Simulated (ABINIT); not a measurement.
# CuO (Tenorite) (C2/c) in ABINIT: further runs

One crystal, CuO (Tenorite), is run at these levels: LDA, PBE, PBEsol; tasks: single point.

Everything below comes from runs of ABINIT 10.8.3 (patched build). Logs are shortened: lines on timing, memory, paths and dates and some standing lists are left out, and cuts for length are marked. The log counts tension as positive stress, the text compression.

## 1. The structure

It takes space group C2/c (No. 15, monoclinic). Conventional cell: a = 4.684 Å, b = 3.423 Å, c = 5.129 Å, α = 90.00°, β = 99.54°, γ = 90.00°. Cu (site symmetry -1) has 4 O at 1.95 to 1.96 Å as nearest neighbours. O (site symmetry 2) is surrounded by 4 Cu at 1.95 to 1.96 Å.

## 2. Single point, LDA

run.abi

```
# Pseudopotentials
pp_dirpath "./"
pseudos "Cu.upf, O.upf"

# Structure
acell 5.4811209356 5.4811209356 9.692027348
rprim
     0.8073996500    -0.5900049196     0.0000000000
     0.8073996500     0.5900049196     0.0000000000
    -0.1657361228     0.0000000000     0.9861701362
ntypat 2
znucl 29 8
natom 4
typat 1 1 2 2
xred
     0.5000000000     0.0000000000     0.5000000000
     0.0000000000     0.5000000000     0.0000000000
     0.4184000000     0.5816000000     0.7500000000
     0.5816000000     0.4184000000     0.2500000000
chkprim 0
chksymtnons 0
tolsym 1.0e-6

# Plane-wave basis
ecut 38.0

# k points
kptopt 1
ngkpt 8 8 4
nshiftk 1
shiftk 0.0 0.0 0.0

# Exchange and correlation
ixc 7

# Bands and occupations
nband 30
occopt 3
tsmear 0.05 eV

# SCF cycle
nstep 100
tolvrs 1.0e-10

# Output
iomode 3
prtwf 0
prtden 0
prteig 0
prtebands 0
enunit 2
```

Potentials or basis: PseudoDojo NC SR LDA v0.4.1 standard.

Started as:

```sh
$ abinit run.abi > log 2>&1
```

run.abo:

```text
.Version 10.8.3 of ABINIT
 Symmetries : space group C2/c (# 15); Bravais mC (1-face-center monocl.)
================================================================================
 Values of the parameters that define the memory need of the present run
     intxc =       0    ionmov =       0      iscf =       7    lmnmax =       6
     lnmax =       6     mgfft =      54  mpssoang =       3    mqgrid =    3001
     natom =       4  nloc_mem =       1    nspden =       1   nspinor =       1
    nsppol =       1      nsym =       4    n1xccc =    2501    ntypat =       2
    occopt =       3   xclevel =       1
       mpw =        3079          nfft =       55296          nkpt =          78
================================================================================
================================================================================

--------------------------------------------------------------------------------
------------- Echo of variables that govern the present computation ------------
--------------------------------------------------------------------------------
 -outvars: echo values of preprocessed input variables --------
            acell      5.4811209356E+00  5.4811209356E+00  9.6920273480E+00 Bohr
              amu      6.35460000E+01  1.59994000E+01
          chkprim           0
      chksymtnons           0
             ecut      3.80000000E+01 Hartree
           enunit           2
                       outvar_i_n : Printing only first  50 k-points.
              ixc           7
                       outvar_i_n : Printing only first  50 k-points.
         kptrlatt        8    0    0      0    8    0      0    0    4
          kptrlen      3.87681094E+01
            natom           4
            nband          30
            ngfft          32      32      54
             nkpt          78
            nstep         100
             nsym           4
           ntypat           2
                       prtocc : prtvol=0, do not print more k-points.
           occopt           3
           prtden           0
        prtebands           0
           prteig           0
            prtwf           0
            rprim      8.0739965000E-01 -5.9000491960E-01  0.0000000000E+00
                       8.0739965000E-01  5.9000491960E-01  0.0000000000E+00
                      -1.6573612280E-01  0.0000000000E+00  9.8617013620E-01
          spgroup          15
           tolsym      1.00000000E-06
           tolvrs      1.00000000E-10
           tsmear      1.83746611E-03 Hartree
            typat      1  1  2  2
                       outvars : Printing only first  50 k-points.
           xangst      7.4591128620E-01 -8.5564999938E-01  2.5289346956E+00
                       1.1709249992E+00  8.5564999938E-01  0.0000000000E+00
                       1.7043294289E+00  2.7928415980E-01  3.7934020433E+00
                       2.1293431419E+00 -2.7928415980E-01  1.2644673478E+00
            xcart      1.4095680451E+00 -1.6169441585E+00  4.7789939649E+00
                       2.2127275625E+00  1.6169441585E+00  0.0000000000E+00
                       3.2207158490E+00  5.2777057332E-01  7.1684909474E+00
                       4.0238753663E+00 -5.2777057332E-01  2.3894969825E+00
             xred      5.0000000000E-01 -1.5095103929E-17  5.0000000000E-01
                      -1.7326724090E-17  5.0000000000E-01  0.0000000000E+00
                       4.1840000000E-01  5.8160000000E-01  7.5000000000E-01
                       5.8160000000E-01  4.1840000000E-01  2.5000000000E-01
            znucl       29.00000    8.00000

================================================================================

 chkinp: Checking input parameters for consistency.

================================================================================
== DATASET  1 ==================================================================

--- !DatasetInfo
iteration_state: {dtset: 1, }
dimensions: {natom: 4, nkpt: 78, mband: 30, nsppol: 1, nspinor: 1, nspden: 1, mpw: 3079, }
cutoff_energies: {ecut:  38.0, pawecutdg:  -1.0, }
electrons: {nelect:   5.00000000E+01, charge:   0.00000000E+00, occopt:   3.00000000E+00, tsmear:   1.83746611E-03, }
meta: {optdriver: 0, ionmov: 0, optcell: 0, iscf: 7, paral_kgb: 0, }
...

 Exchange-correlation functional for the present dataset will be:
  LDA: Perdew-Wang 92 LSD fit to Ceperley-Alder data - ixc=7
  J.P.Perdew and Y.Wang, PRB 45, 13244 (1992)

 Real(R)+Recip(G) space primitive vectors, cartesian coordinates (Bohr,Bohr^-1):
[... 70 lines left out ...]
xred      :
- [  5.0000E-01,  -1.5095E-17,   5.0000E-01, Cu]
- [ -1.7327E-17,   5.0000E-01,   0.0000E+00, Cu]
- [  4.1840E-01,   5.8160E-01,   7.5000E-01,  O]
- [  5.8160E-01,   4.1840E-01,   2.5000E-01,  O]
cartesian_forces: # hartree/bohr
- [  9.79968968E-20,  -0.00000000E+00,   1.64693952E-20, ]
- [  9.79968968E-20,  -0.00000000E+00,   1.64693952E-20, ]
- [ -2.18159820E-19,  -9.63632812E-03,  -5.47865428E-21, ]
- [  2.21660267E-20,   9.63632812E-03,  -2.74601361E-20, ]
force_length_stats: {min:   9.93711867E-20, max:   9.63632812E-03, mean:   4.81816406E-03, }
...

 Integrated electronic density in atomic spheres:
 ------------------------------------------------
 Atom  Sphere_radius  Integrated_density
    1        2.00000         17.30304271
    2        2.00000         17.30304271
    3        2.00000          6.17069069
    4        2.00000          6.17069069
================================================================================

 ----iterations are completed or convergence reached----

 Mean square residual over all n,k,spin=   53.271E-08; max=  11.890E-04
 reduced coordinates (array xred) for    4 atoms
       0.500000000000     -0.000000000000      0.500000000000
      -0.000000000000      0.500000000000      0.000000000000
       0.418400000000      0.581600000000      0.750000000000
       0.581600000000      0.418400000000      0.250000000000
 rms dE/dt=  1.7992E-02; max dE/dt=  3.1163E-02; dE/dt below (all hartree)
    1       0.000000000000      0.000000000000      0.000000000000
    2       0.000000000000      0.000000000000      0.000000000000
    3      -0.031162808921      0.031162808921      0.000000000000
    4       0.031162808921     -0.031162808921      0.000000000000

 cartesian coordinates (angstrom) at end:
    1      0.74591128619968    -0.85564999938101     2.52893469556067
    2      1.17092499922051     0.85564999938101     0.00000000000000
    3      1.70432942890978     0.27928415979796     3.79340204334100
    4      2.12934314193061    -0.27928415979796     1.26446734778033

 cartesian forces (hartree/bohr) at end:
    1      0.00000000000000    -0.00000000000000     0.00000000000000
    2      0.00000000000000    -0.00000000000000     0.00000000000000
    3     -0.00000000000000    -0.00963632811865    -0.00000000000000
    4      0.00000000000000     0.00963632811865    -0.00000000000000
 frms,max,avg= 3.9340145E-03 9.6363281E-03   0.000E+00  0.000E+00  0.000E+00 h/b

 cartesian forces (eV/Angstrom) at end:
    1      0.00000000000000    -0.00000000000000     0.00000000000000
    2      0.00000000000000    -0.00000000000000     0.00000000000000
    3     -0.00000000000000    -0.49551991507723    -0.00000000000000
    4      0.00000000000000     0.49551991507723    -0.00000000000000
 frms,max,avg= 2.0229516E-01 4.9551992E-01   0.000E+00  0.000E+00  0.000E+00 e/A
 length scales=  5.481120935600  5.481120935600  9.692027348000 bohr
              =  2.900484287355  2.900484287355  5.128799996531 angstroms
 Fermi (or HOMO) energy (hartree) =   0.24200   Average Vxc (hartree)=  -0.47409
 Eigenvalues (hartree) for nkpt=  78  k points:
 kpt#   1, nband= 30, wtk=  0.00391, kpt=  0.0000  0.0000  0.0000 (reduced coord)
  -3.86533   -3.86531   -2.32168   -2.32165   -2.32018   -2.31982   -2.30503   -2.30497
  -0.48149   -0.42981   -0.06289    0.03402    0.04948    0.12040    0.12584    0.12646
   0.13006    0.13423    0.14154    0.14777    0.15608    0.16282    0.16509    0.18350
   0.24977    0.27606    0.30381    0.45889    0.53549    0.72435
      occupation numbers for kpt#   1
   2.00000    2.00000    2.00000    2.00000    2.00000    2.00000    2.00000    2.00000
   2.00000    2.00000    2.00000    2.00000    2.00000    2.00000    2.00000    2.00000
   2.00000    2.00000    2.00000    2.00000    2.00000    2.00000    2.00000    2.00000
   0.02864    0.00000    0.00000    0.00000    0.00000    0.00000
 prteigrs : prtvol=0 or 1, do not print more k-points.

 Fermi (or HOMO) energy (eV) =   6.58503   Average Vxc (eV)= -12.90070
 Eigenvalues (   eV  ) for nkpt=  78  k points:
 kpt#   1, nband= 30, wtk=  0.00391, kpt=  0.0000  0.0000  0.0000 (reduced coord)
-105.18108 -105.18040  -63.17610  -63.17540  -63.13519  -63.12551  -62.72299  -62.72145
 -13.10191  -11.69578   -1.71140    0.92560    1.34646    3.27631    3.42422    3.44105
   3.53910    3.65249    3.85151    4.02096    4.24720    4.43058    4.49227    4.99338
   6.79661    7.51193    8.26712   12.48694   14.57147   19.71060
 prteigrs : prtvol=0 or 1, do not print more k-points.

--- !EnergyTerms
iteration_state     : {dtset: 1, }
comment             : Components of total free energy in Hartree
kinetic             :  1.95772460531122E+02
hartree             :  1.34912360468789E+02
xc                  : -5.41825921736409E+01
Ewald energy        : -2.48584466506362E+02
psp_core            :  1.02471018802460E+01
local_psp           : -3.77507736168586E+02
non_local_psp       : -7.25111931546008E+01
internal            : -4.11854065123033E+02
'-kT*entropy'       : -6.58259658159761E-04
total_energy        : -4.11854723382691E+02
total_energy_eV     : -1.12071379551981E+04
band_energy         : -4.14626579449923E+01
...

 Cartesian components of stress tensor (hartree/bohr^3)
  sigma(1 1)=  7.12712342E-04  sigma(3 2)=  0.00000000E+00
  sigma(2 2)=  5.39466122E-04  sigma(3 1)= -1.24840784E-05
  sigma(3 3)=  7.71453526E-04  sigma(2 1)=  0.00000000E+00

-Cartesian components of stress tensor (GPa)         [Pressure= -1.9846E+01 GPa]
- sigma(1 1)=  2.09687210E+01  sigma(3 2)=  0.00000000E+00
- sigma(2 2)=  1.58716413E+01  sigma(3 1)= -3.67294268E-01
- sigma(3 3)=  2.26969463E+01  sigma(2 1)=  0.00000000E+00

== END DATASET(S) ==============================================================
================================================================================

 -outvars: echo values of variables after computation  --------
            acell      5.4811209356E+00  5.4811209356E+00  9.6920273480E+00 Bohr
           etotal     -4.1185472338E+02
            fcart      9.7996896758E-20 -0.0000000000E+00  1.6469395208E-20
                       9.7996896758E-20 -0.0000000000E+00  1.6469395208E-20
                      -2.1815982018E-19 -9.6363281186E-03 -5.4786542825E-21
                       2.2166026663E-20  9.6363281186E-03 -2.7460136133E-20
            rprim      8.0739965000E-01 -5.9000491960E-01  0.0000000000E+00
                       8.0739965000E-01  5.9000491960E-01  0.0000000000E+00
                      -1.6573612280E-01  0.0000000000E+00  9.8617013620E-01
           strten      7.1271234208E-04  5.3946612245E-04  7.7145352563E-04
                       0.0000000000E+00 -1.2484078437E-05  0.0000000000E+00
           xangst      7.4591128620E-01 -8.5564999938E-01  2.5289346956E+00
                       1.1709249992E+00  8.5564999938E-01  0.0000000000E+00
                       1.7043294289E+00  2.7928415980E-01  3.7934020433E+00
                       2.1293431419E+00 -2.7928415980E-01  1.2644673478E+00
             xred      5.0000000000E-01 -1.5095103929E-17  5.0000000000E-01
                      -1.7326724090E-17  5.0000000000E-01  0.0000000000E+00
                       4.1840000000E-01  5.8160000000E-01  7.5000000000E-01
                       5.8160000000E-01  4.1840000000E-01  2.5000000000E-01
 Calculation completed.
```

Wall time 3.8 min (1 thread of Arm Neoverse V2, shared host); peak memory 0.17 GiB.

Results:

| Property | Result |
| --- | --- |
| Free energy | -11207.1380 eV |
| Largest force | 0.496 eV/Å |
| Band gap on the k mesh | none (metal or under the smearing width) |
| Valence electrons inside the program's atomic spheres | Cu 17.30; O 6.17 |

Forces in eV/Å, atoms in the order of the input:
```
Cu   0.000  0.000  0.000
Cu   0.000  0.000  0.000
O    0.000 -0.496  0.000
O    0.000  0.496  0.000
```

Levels at points of the mesh, in eV from the Fermi level:
```
           k point  band 22  band 23  band 24  band 25  band 26  band 27  band 28  band 29
(0.00, 0.00, 0.00)    -2.15    -2.09    -1.59     0.21     0.93     1.68     5.90     7.99
(0.50, 0.00, 0.00)    -1.53    -1.47    -1.34    -0.03     0.23     4.67     6.16     6.80
(0.50, 0.50, 0.00)    -2.06    -1.67    -1.14    -0.61     1.05     3.19     6.87     8.33
(0.00, 0.00, 0.50)    -2.17    -1.47    -1.47     0.21     0.21     3.86     3.86    11.50
(0.50, 0.00, 0.50)    -2.07    -1.67    -1.53    -0.08     0.74     4.96     6.36     7.88
(0.50, 0.50, 0.50)    -1.60    -1.23    -1.23    -0.44    -0.44     5.06     5.06     8.80
```

Caveat: the cutoff is too short for stress, so the log's stress isn't used; the run has no spin polarisation, though such a crystal can be magnetic; semilocal functionals often make such compounds metallic where correlation or magnetic order opens a gap, which also shifts bond lengths. With open d or f shells a metallic result of LDA can be an artefact of self-interaction; +U or a hybrid may open a gap.

## 3. Single point, LDA

Edit run.abi of step 2 so:

```diff
@@ -5,7 +5,7 @@
 # Structure
-acell 5.4811209356 5.4811209356 9.692027348
+acell 3*1.0
 rprim
-     0.8073996500    -0.5900049196     0.0000000000
-     0.8073996500     0.5900049196     0.0000000000
-    -0.1657361228     0.0000000000     0.9861701362
+     4.4254551250    -3.2338883171     0.0000000000
+     4.4254551250     3.2338883171     0.0000000000
+    -1.6063190351     0.0000000000     9.5579879301
 ntypat 2
@@ -24,3 +24,3 @@
 # Plane-wave basis
-ecut 38.0
+ecut 1034.032677 eV
 
@@ -38,3 +38,3 @@
 occopt 3
-tsmear 0.05 eV
+tsmear 0.00183747
 
@@ -47,5 +47,8 @@
 prtwf 0
-prtden 0
 prteig 0
 prtebands 0
-enunit 2
+prtden 1
+prtvha 1
+prtvclmb 1
+prtpot 1
+prtelf 1
```

Potentials or basis: PseudoDojo NC SR LDA v0.4.1 standard.

Started as:

```sh
$ abinit run.abi > log 2>&1
```

run.abo:

```text
.Version 10.8.3 of ABINIT
 Symmetries : space group C2/c (# 15); Bravais mC (1-face-center monocl.)
================================================================================
 Values of the parameters that define the memory need of the present run
     intxc =       0    ionmov =       0      iscf =       7    lmnmax =       6
     lnmax =       6     mgfft =      54  mpssoang =       3    mqgrid =    3001
     natom =       4  nloc_mem =       1    nspden =       1   nspinor =       1
    nsppol =       1      nsym =       4    n1xccc =    2501    ntypat =       2
    occopt =       3   xclevel =       1
       mpw =        3079          nfft =       55296          nkpt =          78
================================================================================
================================================================================

--------------------------------------------------------------------------------
------------- Echo of variables that govern the present computation ------------
--------------------------------------------------------------------------------
 -outvars: echo values of preprocessed input variables --------
            acell      1.0000000000E+00  1.0000000000E+00  1.0000000000E+00 Bohr
              amu      6.35460000E+01  1.59994000E+01
          chkprim           0
      chksymtnons           0
             ecut      3.80000000E+01 Hartree
                       outvar_i_n : Printing only first  50 k-points.
              ixc           7
                       outvar_i_n : Printing only first  50 k-points.
         kptrlatt        8    0    0      0    8    0      0    0    4
[... 229 lines left out ...]
band_energy         : -4.14626579519813E+01
...

 Cartesian components of stress tensor (hartree/bohr^3)
  sigma(1 1)=  7.12712344E-04  sigma(3 2)=  0.00000000E+00
  sigma(2 2)=  5.39466125E-04  sigma(3 1)= -1.24840828E-05
  sigma(3 3)=  7.71453517E-04  sigma(2 1)=  0.00000000E+00

-Cartesian components of stress tensor (GPa)         [Pressure= -1.9846E+01 GPa]
- sigma(1 1)=  2.09687211E+01  sigma(3 2)=  0.00000000E+00
- sigma(2 2)=  1.58716414E+01  sigma(3 1)= -3.67294396E-01
- sigma(3 3)=  2.26969461E+01  sigma(2 1)=  0.00000000E+00

== END DATASET(S) ==============================================================
================================================================================

 -outvars: echo values of variables after computation  --------
            acell      1.0000000000E+00  1.0000000000E+00  1.0000000000E+00 Bohr
           etotal     -4.1185472338E+02
            fcart     -9.7996896759E-20 -0.0000000000E+00 -1.6469395211E-20
                      -9.7996896759E-20 -0.0000000000E+00 -1.6469395211E-20
                      -2.0773904391E-19 -9.6363280922E-03 -1.9562815760E-20
                       4.0373283743E-19  9.6363280922E-03  5.2501606182E-20
            rprim      4.4254551250E+00 -3.2338883171E+00  0.0000000000E+00
                       4.4254551250E+00  3.2338883171E+00  0.0000000000E+00
                      -1.6063190351E+00  0.0000000000E+00  9.5579879301E+00
           strten      7.1271234416E-04  5.3946612457E-04  7.7145351733E-04
                       0.0000000000E+00 -1.2484082784E-05  0.0000000000E+00
           xangst      7.4591128610E-01 -8.5564999943E-01  2.5289346956E+00
                       1.1709249992E+00  8.5564999943E-01  0.0000000000E+00
                       1.7043294288E+00  2.7928415981E-01  3.7934020434E+00
                       2.1293431419E+00 -2.7928415981E-01  1.2644673478E+00
             xred      5.0000000000E-01 -1.0728731168E-17  5.0000000000E-01
                      -7.0879119052E-18  5.0000000000E-01  0.0000000000E+00
                       4.1840000000E-01  5.8160000000E-01  7.5000000000E-01
                       5.8160000000E-01  4.1840000000E-01  2.5000000000E-01
 Calculation completed.
```

Wall time 4.5 min (1 thread of Arm Neoverse V1, shared host); peak memory 0.17 GiB.

What came out:

```
Free energy                                           : -11207.1380 eV
Largest force                                         : 0.496 eV/Å
Band gap on the k mesh                                : none (metal or under the smearing width)
Valence electrons inside the program's atomic spheres : Cu 17.30; O 6.17
```

Forces in eV/Å, atoms in the order of the input:
```
Cu   0.000  0.000  0.000
Cu   0.000  0.000  0.000
O    0.000 -0.496  0.000
O    0.000  0.496  0.000
```

Caveat: the cutoff is too short for stress, so the log's stress isn't used; the run has no spin polarisation, though such a crystal can be magnetic; semilocal functionals often make such compounds metallic where correlation or magnetic order opens a gap, which also shifts bond lengths.

(Part 1 of 2 ends here.)
